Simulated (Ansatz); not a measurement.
Ge: strain energy, fitted

Ge, Fd-3m, a = 5.675 Å. Ansatz: r2SCAN, PAW, 500 eV, Γ-centred 10×10×6 mesh on 4 atoms, Gaussian smearing 0.02 eV; no spin polarisation. Series: uniaxial strain along c, with a, b and atoms relaxed; x is the strain in per cent. The axes a, b, c are those of the computed cell (4.013, 4.013, 5.675 Å), along [1 1 0], [-1 1 0], [0 0 1] of the cell named above. y is the free energy over the unstrained cell, V0 = 22.844 Å³/atom.

```
x (%) y (meV/atom)
 -6.0             ?
 -4.0         11.55
 -2.0          2.87
  0.0          0.00
  2.0          3.03
  4.0         12.00
  6.0         26.70
```

Fit y = c2 x² + c3 x³ to the other rows, turn c2 into a modulus, and predict the missing energy.

Least squares on the rows shown. y = 0.73177 x² + 0.0019463 x³. In eV per unit strain² c2 is 7.318; this is Young's modulus along the axis (E = ½ Y V0 ε²): 2 × 7.318 × 160.2 / (22.844) = 103 GPa. At x = -6.0 the fit asked for gives 25.92 meV/atom. The run gave 25.66 meV/atom, so the fit is 0.26 meV/atom too high, 0.97 % of the span of the series, against an rms of 0.09 meV/atom on the fitted rows. The row lies outside the fitted range. With a term in x⁴ added, a fit to the same known rows predicts 25.18 meV/atom, which misses by about as much or more on the other side: the known rows don't fix the higher terms. The records add, with no proof that it causes the miss: the gap is closed there and open in the run one row down.

Where the gap has closed, the smearing of 0.02 eV or less is narrow for a metal on this mesh.